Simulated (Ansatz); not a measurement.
Crystal: Sb.

```
Sb
1.0
    -1.57654    1.57654    2.71194
     1.57654   -1.57654    2.71194
     1.57654    1.57654   -2.71194
Sb
1
Direct
  0.00000 0.00000 0.00000
```

This isn't the form of Sb at room conditions, which is rhombohedral.

Base run:

```yaml
Program: Ansatz 0.2.0
Functional: LDA
Potentials_or_basis: Ansatz PAW
Cutoff: "420 eV (not typed: the program's choice for these potentials)"
k_mesh: 12 × 12 × 12
Occupations: fermi-dirac, width 0.05 eV
Spin: no spin polarisation
```

Its results: band gap on the k mesh none (metal or under the smearing width); pressure -2.4 GPa.

After a change of settings the same cell gave: band gap on the k mesh none (metal or under the smearing width); pressure -1.3 GPa. Which change was it?
A. functional from LDA to PBE; occupations from fermi-dirac, width 0.05 eV to gaussian, width 0.011 eV
B. k mesh from 12 × 12 × 12 to 9 × 9 × 9; spin from no spin polarisation to spin-orbit coupling, no magnetisation; potential files from those of the base run to others of the same set
C. functional from LDA to PBEsol
D. functional from LDA to PBE

C.

PBEsol binds less tightly than LDA, so the same cell stands under more pressure.

Caveats: spin-orbit coupling is left out, which moves the levels of the heavy elements; the PAW data sets come from PBE, with cores solved anew for the run's functional, which leaves a small shift of forces and pressure.
